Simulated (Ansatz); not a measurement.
# BaTe (Fm-3m): the size of the finite step

```xyz
2
Lattice="0.0000 3.5312 3.5312 3.5312 0.0000 3.5312 3.5312 3.5312 0.0000" Properties=species:S:1:pos:R:3 pbc="T T T"
Ba    0.0000    0.0000    0.0000
Te    3.5312    3.5312    3.5312
```

The conventional cell has a = 7.062 Å, b = 7.062 Å, c = 7.062 Å, α = 90.00°, β = 90.00°, γ = 90.00°. Ba (atom 1) has 6 Te at 3.53 Å as nearest neighbours. Around Te (atom 2) lie 6 Ba at 3.53 Å.

Unless marked otherwise, the numbers come from r²SCAN, PAW on Ansatz 0.2.0's default frozen-core files (fitted under PBE), scalar-relativistic. k mesh 6×6×6, strains of ±0.005, fixed occupations, cutoff 500 eV. The cell was relaxed by PAW under this functional, which moved its volume by +11 % from the database entry's.

(1) Elastic constants come from stresses at strains of ±0.005 (two-point stencil): C11 = 72.9, C12 = 9.6, C44 = 12.1 GPa. What does an amplitude of 0.04 give?

## Answers

(1) C11 = 75.6, C12 = 9.6, C44 = 12.2 GPa. A large step picks up anharmonic terms.

Limits of these numbers: frozen-core PAW files fitted under PBE, their cores solved anew for the functional of the run.
